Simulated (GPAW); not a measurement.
# ZrB2 (P6/mmm) in GPAW: settings compared

The runs below take ZrB2 through band structure, with LDA, PBE+U.

Everything below comes from runs of GPAW 26.7.0. Logs are shortened: lines on timing, memory, paths and dates and some standing lists are left out, and cuts for length are marked. The log counts tension as positive stress, the text compression.

## Step 1: The crystal as given

Symmetry: P6/mmm, No. 191, hexagonal system. Conventional cell: a = 3.170 Å, b = 3.170 Å, c = 3.533 Å, α = 90.00°, β = 90.00°, γ = 120.00°. Zr (site symmetry 6/mmm) has 12 B at 2.54 Å as nearest neighbours. B (site symmetry -6m2) is surrounded by 3 B at 1.83 Å.

## Step 2: Band structure, LDA, spin-orbit coupling, no magnetisation

run.py

```python
import numpy as np
from ase.dft.bandgap import bandgap
from ase.io import read, write
from ase.units import GPa
from gpaw import GPAW, PW
from gpaw.spinorbit import soc_eigenstates

atoms = read('ZrB2.cif')

calc = GPAW(mode=PW(800),
            xc='LDA',
            kpts={'size': (7, 7, 5), 'gamma': True},
            occupations={'name': 'fermi-dirac', 'width': 0.05},
            nbands=20,
            convergence={'density': 1e-05, 'energy': 1e-05},
            maxiter=150,
            txt='gpaw.txt')
atoms.calc = calc
energy = atoms.get_potential_energy()
forces = atoms.get_forces()
stress = atoms.get_stress()
calc.write('gs.gpw')
write('result.traj', atoms)
print(f'Energy: {energy:.6f} eV')
print('Forces (eV/A):')
print(forces.round(4))
print('Stress (GPa):', (stress / GPa).round(3))
print('Fermi level:', round(calc.get_fermi_level(), 4), 'eV')
print(f'Gap: {bandgap(calc)[0]:.4f} eV, direct: {bandgap(calc, direct=True)[0]:.4f} eV')

path = atoms.cell.bandpath('GMKGALHA,LM,KH', npoints=80, eps=1e-4)
bs_calc = calc.fixed_density(kpts=path, symmetry='off', nbands=31,
                             convergence={'bands': 'CBM+6.0', 'eigenstates': 1e-6}, txt='bands.txt')
bs = bs_calc.band_structure()
bs.write('bs.json')
print(f'Gap on the path: {bandgap(bs_calc)[0]:.4f} eV')

soc = soc_eigenstates(bs_calc, theta=90, phi=45)
np.savetxt('soc_bands.dat', soc.eigenvalues(), fmt='%.4f')
mesh = soc_eigenstates('gs.gpw', theta=90, phi=45)
np.savetxt('soc_mesh.dat', mesh.eigenvalues(), fmt='%.4f')
print('Fermi level with spin-orbit coupling:', round(mesh.fermi_level, 4), 'eV')
```

ZrB2.cif

```cif
data_ZrB2
_cell_length_a 3.17000000
_cell_length_b 3.17000000
_cell_length_c 3.53300000
_cell_angle_alpha 90.00000000
_cell_angle_beta 90.00000000
_cell_angle_gamma 120.00000000
_space_group_name_H-M_alt 'P6/mmm'
_space_group_name_Hall '-P 6 2'
_space_group_IT_number 191
loop_
_space_group_symop_operation_xyz
'x,y,z'
'-x,-y,-z'
'x-y,x,z'
'-x+y,-x,-z'
'-y,x-y,z'
'y,-x+y,-z'
'-x,-y,z'
'x,y,-z'
'-x+y,-x,z'
'x-y,x,-z'
'y,-x+y,z'
'-y,x-y,-z'
'-y,-x,-z'
'y,x,z'
'-x,-x+y,-z'
'x,x-y,z'
'-x+y,y,-z'
'x-y,-y,z'
'y,x,-z'
'-y,-x,z'
'x,x-y,-z'
'-x,-x+y,z'
'x-y,-y,-z'
'-x+y,y,z'
loop_
_atom_site_label
_atom_site_type_symbol
_atom_site_symmetry_multiplicity
_atom_site_Wyckoff_symbol
_atom_site_fract_x
_atom_site_fract_y
_atom_site_fract_z
_atom_site_occupancy
Zr1 Zr 1 a 0.0000000000 0.0000000000 0.0000000000 1
B1 B 2 d 0.6666666667 0.3333333333 0.5000000000 1
```

Potentials or basis: the program's PAW data sets (release 1.2.1) made for this functional, pw.

Launch:

```bash
$ OMP_NUM_THREADS=1 python run.py
```

gpaw.txt:

```text
__  _  _
 | _ |_)|_||  |
 |__||  | ||/\| - 26.7.0

Input parameters:
  mode=PW(ecut=800.0),
  convergence={'density': 1e-05, 'energy': 1e-05},
  kpts=MonkhorstPack(size=(7, 7, 5), gamma=True),
  maxiter=150,
  nbands=20,
  occupations=Occupations(name='fermi-dirac', width=0.05),
  xc=XC(name='LDA')

Diagonalizing LCAO Hamiltonian
Converting LCAO to pw mode

         B  B

       Zr

Atoms  # Å, Bohr magnetons
|   | symbol |         x |        y |        z |    initial magnetic moments |
|---|--------|-----------|----------|----------|-----------------------------|
| 0 |     Zr |  0.000000 | 0.000000 | 0.000000 | ( 0.0000,  0.0000,  0.0000) |
| 1 |      B |  1.585000 | 0.915100 | 1.766500 | ( 0.0000,  0.0000,  0.0000) |
| 2 |      B | -0.000000 | 1.830200 | 1.766500 | ( 0.0000,  0.0000,  0.0000) |

Unit cell  # Å
| periodic |         x |        y |        z |  lengths |     angles |
|----------|-----------|----------|----------|----------|------------|
|      yes |  3.170000 | 0.000000 | 0.000000 | 3.170000 |  90.000000 |
|      yes | -1.585000 | 2.745301 | 0.000000 | 3.170000 |  90.000000 |
|      yes |  0.000000 | 0.000000 | 3.533000 | 3.533000 | 120.000000 |

Number of symmetries: 24
Symmetry operations  # r_c * U_cc + t_c -> r_c
|    | kind |            matrix            |
|----|------|------------------------------|
|  0 |  σ   |  1, 1, 0,  0,-1, 0,  0, 0, 1 |
|  1 |  C2  |  1, 1, 0,  0,-1, 0,  0, 0,-1 |
|  2 |  C6  |  1, 1, 0, -1, 0, 0,  0, 0, 1 |
|  3 |  S6  |  1, 1, 0, -1, 0, 0,  0, 0,-1 |
|  4 |  E   |  1, 0, 0,  0, 1, 0,  0, 0, 1 |
|  5 |  σ   |  1, 0, 0,  0, 1, 0,  0, 0,-1 |
|  6 |  σ   |  1, 0, 0, -1,-1, 0,  0, 0, 1 |
|  7 |  C2  |  1, 0, 0, -1,-1, 0,  0, 0,-1 |
|  8 |  σ   |  0, 1, 0,  1, 0, 0,  0, 0, 1 |
|  9 |  C2  |  0, 1, 0,  1, 0, 0,  0, 0,-1 |
| 10 |  C3  |  0, 1, 0, -1,-1, 0,  0, 0, 1 |
| 11 |  S3  |  0, 1, 0, -1,-1, 0,  0, 0,-1 |
| 12 |  C6  |  0,-1, 0,  1, 1, 0,  0, 0, 1 |
| 13 |  S6  |  0,-1, 0,  1, 1, 0,  0, 0,-1 |
| 14 |  σ   |  0,-1, 0, -1, 0, 0,  0, 0, 1 |
| 15 |  C2  |  0,-1, 0, -1, 0, 0,  0, 0,-1 |
| 16 |  σ   | -1, 0, 0,  1, 1, 0,  0, 0, 1 |
| 17 |  C2  | -1, 0, 0,  1, 1, 0,  0, 0,-1 |
| 18 |  C2  | -1, 0, 0,  0,-1, 0,  0, 0, 1 |
| 19 |  i   | -1, 0, 0,  0,-1, 0,  0, 0,-1 |
| 20 |  C3  | -1,-1, 0,  1, 0, 0,  0, 0, 1 |
| 21 |  S3  | -1,-1, 0,  1, 0, 0,  0, 0,-1 |
| 22 |  σ   | -1,-1, 0,  0, 1, 0,  0, 0, 1 |
| 23 |  C2  | -1,-1, 0,  0, 1, 0,  0, 0,-1 |

BZ-sampling:
  Number of BZ points: 245
  Number of IBZ points: 24

  Monkhorst-Pack size: [7, 7, 5]
  Monkhorst-Pack shift: [0, 0, 0]

K-points  # in reciprocal-cell coordinates
|     |                                coordinates |     weight |
|-----|--------------------------------------------|------------|
|   0 | (  0.00000000,   0.00000000,   0.00000000) | 0.00408163 |
|   1 | (  0.00000000,   0.00000000,   0.20000000) | 0.00816327 |
|   2 | (  0.00000000,   0.00000000,   0.40000000) | 0.00816327 |
|   3 | (  0.14285714,   0.00000000,   0.00000000) | 0.02448980 |
|   4 | (  0.14285714,   0.00000000,   0.20000000) | 0.04897959 |
|   5 | (  0.14285714,   0.00000000,   0.40000000) | 0.04897959 |
|   6 | (  0.28571429,  -0.14285714,   0.00000000) | 0.02448980 |
|   7 | (  0.28571429,  -0.14285714,   0.20000000) | 0.04897959 |
|   8 | (  0.28571429,  -0.14285714,   0.40000000) | 0.04897959 |
|   9 | (  0.28571429,   0.00000000,   0.00000000) | 0.02448980 |
| ... |                                            |            |
|  23 | (  0.42857143,   0.42857143,   0.40000000) | 0.04897959 |

Plane wave coefficients: 1612
Cutoff: 800.0 eV

Spin-components: 1 (collinear spins)
Bands:           20
Projectors:      16
Spin-degeneracy: 2
Datatype:        complex128

Parallelization:
  kpt:    1
  domain: 1
  band:   1

Density:
  Valence electrons: 18.0
  Components: 1
  Grid points: [21 21 24]
  Charge: 0.0  # |e|

Potential:
  Grid points: [21 21 24]

species:
  Zr:
    name:    Zirconium
    Z:       40.0
    valence: 12
    core:    28
    charge:  0.0  # [|e|]
    compensation charges:
      type: gauss
      rc: 0.40  # [Å]
      lmax: 2
    cutoffs:
      filter: 2.39  # [Å]
      core: 1.59  # [Å]
    projectors
    | kind |    occ | energy [eV] | rcut [Å] |
    |------|--------|-------------|----------|
    |   4s |  2.000 |     -54.491 |    1.323 |
    |   5s |  2.000 |      -4.587 |    1.323 |
    |   4p |  6.000 |     -32.510 |    1.334 |
    |   5p |  0.000 |      -1.548 |    1.334 |
    |   4d |  2.000 |      -3.736 |    1.244 |
    |    d |        |      23.475 |    1.244 |

    Using partial waves for Zr as LCAO basis

  B:
    name:    Boron
    Z:       5.0
    valence: 3
    core:    2
    charge:  0.0  # [|e|]
    compensation charges:
      type: gauss
      rc: 0.20  # [Å]
      lmax: 2
    cutoffs:
      filter: 1.14  # [Å]
      core: 1.42  # [Å]
    projectors
    | kind |    occ | energy [eV] | rcut [Å] |
    |------|--------|-------------|----------|
    |   2s |  2.000 |      -9.383 |    0.635 |
    |   2p |  1.000 |      -3.714 |    0.635 |
    |    s |        |      17.828 |    0.635 |
    |    p |        |      23.498 |    0.635 |
    |    d |        |       0.000 |    0.635 |

    Using partial waves for B as LCAO basis

Reference energy: -99111.791264  # eV

eigensolver:
  PPCG
  Converge bands: occupied
  niter=2

density mixing:
  MSR1-Mixer
  Pratt-step length: 0.05
  Maximum mixing coefficient: 0.75
  Old densities: 10
  SVD Regularization: 0.005
  Good broyden scale: 1.0
  Trust region scale: 1.0
  Backstep threshold: 4.0
  History deletion threshold: 6.0
  Fourier metric: weight=20.0, sigma=0.015

occupation numbers:
  Fermi-Dirac:
    width: 0.0500  # eV

poisson solver:
  ecut: 6400.0  # eV

xc functional:
  name: None

convergence criteria:
[... 6 lines left out ...]
|iter     | |      energy | eigst |  dens |
|---------|-|-------------|-------|-------|
|iter:   1| |  -27.600270 | +0.23 |       |
|iter:   2| |  -27.288456 | -1.73 | -0.98 |
|iter:   3| |  -26.390678 | -1.15 | -1.04 |
|iter:   4| |  -26.388736 | -2.88 | -1.79 |
|iter:   5| |  -26.391534 | -3.93 | -2.12 |
|iter:   6| |  -26.391592 | -4.86 | -2.86 |
|iter:   7| |  -26.391597c| -6.68 | -3.76 |
|iter:   8| |  -26.391596c| -8.14c| -4.32 |
|iter:   9| |  -26.391596c| -8.56c| -5.06c|

Converged in 9 steps
Energy contributions relative to reference atoms: (reference = -99111.791264)

Energy contributions:
  Kinetic:          15.689514
  Coulomb:         -14.998579
  Zero:              0.390672
  External:          0.000000
  Xc:              -27.468397
  Entropy:          -0.009613
  Spinorbit:         0.000000
  ----------------------------
  Free energy:     -26.396403
  Extrapolated:    -26.391596

dipole moment: (-5.783419, -10.017175, -12.891368)  # |e|*Ang

Fermi level: 11.390
Eigenvalues  # (at kpt = [0.000, 0.000, 0.000])
| band index |      eig [eV] | occ [0-2] |
|------------|---------------|-----------|
|          0 |       -36.789 |     2.000 |
|          1 |       -15.041 |     2.000 |
|          2 |       -14.471 |     2.000 |
|          3 |       -14.471 |     2.000 |
|          4 |        -0.883 |     2.000 |
|          5 |         9.078 |     2.000 |
[... 9 lines left out ...]
|         15 |        16.853 |     0.000 |
|         16 |        19.422 |     0.000 |
|        ... |               |           |
|         19 |        31.303 |     0.000 |

No gap
No difference between direct/indirect transitions

Forces  # eV/Ang
|        x |        y |       z |
|----------|----------|---------|
|  0.00000 | -0.00000 | 0.00000 |  # Zr   0
|  0.00000 |  0.00000 | 0.00000 |  # B    1
| -0.00000 | -0.00000 | 0.00000 |  # B    2

Stress tensor  # eV/Ang^3
|         x |         y |        z |
|-----------|-----------|----------|
|  0.060019 | -0.000000 | 0.000000 |
| -0.000000 |  0.060019 | 0.000000 |
|  0.000000 |  0.000000 | 0.061680 |

# Writing to gs.gpw (mode='')
```

Run time: 42 s. Hardware: 1 thread of Arm Neoverse V2, shared host; peak memory 0.3 GiB.

What came out:

```yaml
Free_energy: -26.3964 eV
Pressure: -9.7 GPa
Band_gap_along_the_path: none (metal or under the smearing width)
```

Levels at the corners of the path, in eV from the Fermi level:
```tsv
point	band 15	band 16	band 17	band 18	band 19	band 20	band 21	band 22
Γ	-2.28	-2.28	-2.00	-2.00	3.64	3.64	3.71	3.71
M	-2.73	-2.73	-2.36	-2.36	2.54	2.54	2.59	2.59
K	-2.15	-2.15	-2.13	-2.13	1.84	1.84	1.90	1.90
Γ	-2.28	-2.28	-2.00	-2.00	3.64	3.64	3.71	3.71
A	-0.65	-0.65	0.60	0.60	0.64	0.64	1.03	1.03
L	-3.80	-3.80	-1.65	-1.65	4.00	4.00	4.48	4.48
H	-2.39	-2.39	-2.27	-2.27	4.35	4.35	6.32	6.32
A	-0.65	-0.65	0.60	0.60	0.64	0.64	1.03	1.03
L	-3.80	-3.80	-1.65	-1.65	4.00	4.00	4.48	4.48
M	-2.73	-2.73	-2.36	-2.36	2.54	2.54	2.59	2.59
K	-2.15	-2.15	-2.13	-2.13	1.84	1.84	1.90	1.90
H	-2.39	-2.39	-2.27	-2.27	4.35	4.35	6.32	6.32
```

Caveat: spin-orbit coupling was added after a scalar SCF, so levels and gaps hold it while energy, forces, pressure and moments don't; this program's spin-orbit splittings come out too wide for heavy elements.

## Step 3: Band structure, PBE+U

run.py

```python
from ase.dft.bandgap import bandgap
from ase.io import read, write
from ase.units import GPa
from gpaw import GPAW, PW

atoms = read('ZrB2.xyz')

calc = GPAW(mode=PW(800),
            xc='PBE',
            kpts={'size': (7, 7, 5), 'gamma': True},
            occupations={'name': 'fermi-dirac', 'width': 0.05},
            setups={'Zr': ':d,4.0'},
            nbands=20,
            convergence={'density': 1e-05, 'energy': 1e-05},
            maxiter=150,
            txt='gpaw.txt')
atoms.calc = calc
energy = atoms.get_potential_energy()
forces = atoms.get_forces()
stress = atoms.get_stress()
calc.write('gs.gpw')
write('result.traj', atoms)
print(f'Energy: {energy:.6f} eV')
print('Forces (eV/A):')
print(forces.round(4))
print('Stress (GPa):', (stress / GPa).round(3))
print('Fermi level:', round(calc.get_fermi_level(), 4), 'eV')
print(f'Gap: {bandgap(calc)[0]:.4f} eV, direct: {bandgap(calc, direct=True)[0]:.4f} eV')

path = atoms.cell.bandpath('GMKGALHA,LM,KH', npoints=60, eps=1e-4)
bs_calc = calc.fixed_density(kpts=path, symmetry='off', nbands=31,
                             convergence={'bands': 'CBM+6.0', 'eigenstates': 1e-6}, txt='bands.txt')
bs = bs_calc.band_structure()
bs.write('bs.json')
print(f'Gap on the path: {bandgap(bs_calc)[0]:.4f} eV')
```

ZrB2.xyz

```xyz
3
Lattice="3.1700000000 0.0000000000 0.0000000000 -1.5850000000 2.7453005300 0.0000000000 0.0000000000 0.0000000000 3.5330000000" Properties=species:S:1:pos:R:3 pbc="T T T"
Zr     0.0000000000      0.0000000000      0.0000000000
B      1.5850000002      0.9151001766      1.7665000000
B     -0.0000000002      1.8302003534      1.7665000000
```

Potentials or basis: GPAW PAW data sets (gpaw-data 1.2.1), pw.

Launch:

```bash
$ OMP_NUM_THREADS=1 python run.py
```

Wall time 35 s (1 thread of Arm Neoverse V2, shared host); peak memory 0.25 GiB.

The run converged. Its results:

| Property | Result |
| --- | --- |
| Free energy | -20.4573 eV |
| Pressure | 8.7 GPa |
| Band gap along the path | none (metal or under the smearing width) |

Stress tensor (GPa, compression positive):
```
 7.98  0.00  0.00
 0.00  7.98  0.00
 0.00  0.00 10.10
```

Levels at the corners of the path, in eV from the Fermi level:
```csv
point,band 7,band 8,band 9,band 10,band 11,band 12
Γ,-2.50,-2.50,-2.33,4.25,4.25,4.59
M,-3.66,-3.13,-2.39,2.08,3.04,5.56
K,-6.96,-2.21,-2.21,1.82,1.82,3.70
Γ,-2.50,-2.50,-2.33,4.25,4.25,4.59
A,-0.99,-0.99,0.78,0.78,1.24,1.24
L,-4.47,-4.06,-2.30,3.91,4.47,6.03
H,-5.07,-2.75,-2.75,4.94,6.33,6.77
A,-0.99,-0.99,0.78,0.78,1.24,1.24
L,-4.47,-4.06,-2.30,3.91,4.47,6.03
M,-3.66,-3.13,-2.39,2.08,3.04,5.56
K,-6.96,-2.21,-2.21,1.82,1.82,3.70
H,-5.07,-2.75,-2.75,4.94,6.33,6.77
```

Caveat: U without spin polarisation on a metal has little footing; the U is typed as a test and isn't derived for this compound.
